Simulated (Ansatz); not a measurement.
**ZnSe: Zn interstitial**

These are results of DFT PBE, scalar-relativistic, plane waves, PAW in Ansatz 0.2.0, not measurements. Settings: 420 eV cutoff, 2×2×2 k-mesh, shifted by half a step, Gaussian smearing of 0.01 eV, collinear spin in charge +1 alone.

Host crystal, relaxed:

```cif
data_structure
_symmetry_space_group_name_H-M 'P 1'
_symmetry_Int_Tables_number 1
_cell_length_a 4.0530
_cell_length_b 4.0530
_cell_length_c 4.0530
_cell_angle_alpha 60.000
_cell_angle_beta 60.000
_cell_angle_gamma 60.000
_cell_volume 47.08
loop_
_atom_site_label
_atom_site_type_symbol
_atom_site_fract_x
_atom_site_fract_y
_atom_site_fract_z
_atom_site_occupancy
Zn1 Zn 0.00000 0.00000 0.00000 1
Se1 Se 0.75000 0.75000 0.75000 1
```

Supercell of 32 atoms, rows in host cell vectors: -3 1 1; 1 1 -3; 1 -3 1. Atoms relax at the host's cell from a start displaced at random by 0.06 Å near the defect, so other minima may exist. The cell is small, so energies carry finite-size errors of tenths of an eV. The host's Kohn–Sham gap is 1.15 eV.

Defect: Zn interstitial, charge +2.

Command:

```bash
ansatz run input.yaml --threads 4 --pin off --max-ram 10240MiB --backend cpu --events-out ev --progress --plain --runs-dir out
```

The input:

```yaml
crystal:
  lattice:
    - [5.7317611754, -5.7317611754, -5.7317611754]
    - [-5.7317611754, -5.7317611754, 5.7317611754]
    - [-5.7317611754, 5.7317611754, -5.7317611754]
  atoms:
    - { symbol: Zn, position: [0.2408274549, 0.2375053341, 0.501457076] }
    - { symbol: Zn, position: [0.2391882573, 0.4924529241, 0.2386673783] }
    - { symbol: Zn, position: [0.2500630912, 0.7482249158, 6.449e-06] }
    - { symbol: Zn, position: [8.26891e-05, 0.2483048216, 0.7499953535] }
    - { symbol: Zn, position: [0.2500690882, -0.0017541718, 0.7501034248] }
    - { symbol: Zn, position: [0.0149060467, 0.49832656, 0.500009676] }
    - { symbol: Zn, position: [0.0001210606, 0.7482721434, 0.249981964] }
    - { symbol: Zn, position: [0.7499827947, 0.248237227, -6.2781e-05] }
    - { symbol: Zn, position: [0.9855570516, 0.9837549514, 0.9854861495] }
    - { symbol: Zn, position: [0.7575278836, 0.5021798745, 0.7578233128] }
    - { symbol: Zn, position: [0.7597898644, 0.7551916362, 0.4983594913] }
    - { symbol: Zn, position: [0.5052927226, 0.2436398014, 0.2459474986] }
    - { symbol: Zn, position: [0.7500749382, -0.0017522262, 0.250015315] }
    - { symbol: Zn, position: [0.5000677433, 0.4982902273, 0.0146660826] }
    - { symbol: Zn, position: [0.5005664681, 0.7544727553, 0.7553951288] }
    - { symbol: Zn, position: [0.5000946952, 0.0128373159, 0.5000062392] }
    - { symbol: Se, position: [-0.0010337503, 0.2467279963, 0.5000076153] }
    - { symbol: Se, position: [-0.0010939019, 0.4982164794, 0.2483821756] }
    - { symbol: Se, position: [0.001218184, 0.7478896012, 0.0011206855] }
    - { symbol: Se, position: [0.751601845, 0.2487006253, 0.7515253783] }
    - { symbol: Se, position: [0.0012406441, -0.0005456987, 0.7496445664] }
    - { symbol: Se, position: [0.7584527291, 0.4961660552, 0.4984214977] }
    - { symbol: Se, position: [0.7516586302, 0.7498108306, 0.2503933376] }
    - { symbol: Se, position: [0.5000692376, 0.2467533197, -0.0010554556] }
    - { symbol: Se, position: [0.7497270465, -0.0005459742, 0.0011774174] }
    - { symbol: Se, position: [0.5021489399, 0.4966407704, 0.7622814852] }
    - { symbol: Se, position: [0.4976778244, 0.7553993598, 0.4991863405] }
    - { symbol: Se, position: [0.2401512194, 0.2371683581, 0.2423063762] }
    - { symbol: Se, position: [0.5000926117, -0.002896858, 0.2484717908] }
    - { symbol: Se, position: [0.2485157587, 0.4982411785, -0.0011101314] }
    - { symbol: Se, position: [0.2506078217, 0.7498209986, 0.7516115387] }
    - { symbol: Se, position: [0.2485613989, -0.0029674455, 0.5000748914] }
    - { symbol: Zn, position: [0.5009124628, 0.4968675484, 0.5008752973] }
  host:
    lattice:
      - [0.0, 2.8658805877, 2.8658805877]
      - [2.8658805877, 0.0, 2.8658805877]
      - [2.8658805877, 2.8658805877, 0.0]
    atoms:
      - { symbol: Zn, position: [0.0, 0.0, 0.0] }
      - { symbol: Se, position: [0.75, 0.75, 0.75] }
total_charge: 2
basis:
  ecutwfc: 420
  xc_grid: 2
kpoints:
  mp_grid: { grid: [2, 2, 2], shift: [0.5, 0.5, 0.5] }
hamiltonian:
  xc: pbe
scf:
  occupations: { method: gaussian, width: 0.01 }
output:
  forces: true
  stress: false
  eigenvalues: true
  charged_corrections:
    defect_position: [0.5, 0.5, 0.5]
    epsilon: [[10.789, 0.0, 0.0], [0.0, 10.789, 0.0], [0.0, 0.0, 10.789]]
  write_density: true
  write_potential: true
  elf: true
  volumetric_format: npy
relax:
  adjacent_minimum: "off"
  f_tol: 0.025
  max_steps: 45
```

From the output:

```
Warning: RAYON_NUM_THREADS=4 ignored (pool sized by the plan → 4); use --threads N
Crystal: 33 atoms, lattice volume = 753.224 Å³
Basis set: ecut = 420 eV, 14771 PW (Γ), exchange–correlation on 144×144×144 points (8 copies of the dense FFT grid, shifted against one another)
Bands: 275, of which v1, the nominal top of the filled ones, is band 229 counted from 1 (228 counted from 0)
Symmetry: 1 space group operations
Space group: P1 (ITA 1), of the structure as read, at distance tolerance 9.1e-5 Å
k-points: 4 of 8 (time reversal used)
relax step   1: F+E_penalty+E_count = -143965.24567240 eV  Δ(F+E_penalty+E_count) = +0.000e0 eV  max|allowed force component| = 7.484e-1 eV/Å  Δτ_max = 0.0000 Å
relax step   2: F+E_penalty+E_count = -143965.46476602 eV  Δ(F+E_penalty+E_count) = -2.191e-1 eV  max|allowed force component| = 1.187e-1 eV/Å  Δτ_max = 0.1161 Å
relax step   3: F+E_penalty+E_count = -143965.49078685 eV  Δ(F+E_penalty+E_count) = -2.602e-2 eV  max|allowed force component| = 1.394e-2 eV/Å  Δτ_max = 0.0825 Å
relax step   4: F+E_penalty+E_count = -143965.49078720 eV  Δ(F+E_penalty+E_count) = -3.543e-7 eV  max|allowed force component| = 1.392e-2 eV/Å  Δτ_max = 0.0000 Å
SCF converged after 3 iterations
Free energy (F): -143965.490787 eV
E sigma→0 (E₀):  -143965.490787 eV
Fermi energy:    7.322373 eV
```

The relaxation gained 0.25 eV in 4 steps. The run took 3.1 min on 4 threads of Intel(R) Xeon(R) Platinum 8259CL CPU @ 2.50GHz (Skylake/Cascade Lake), with other jobs on the host, peak memory 3.8 GiB.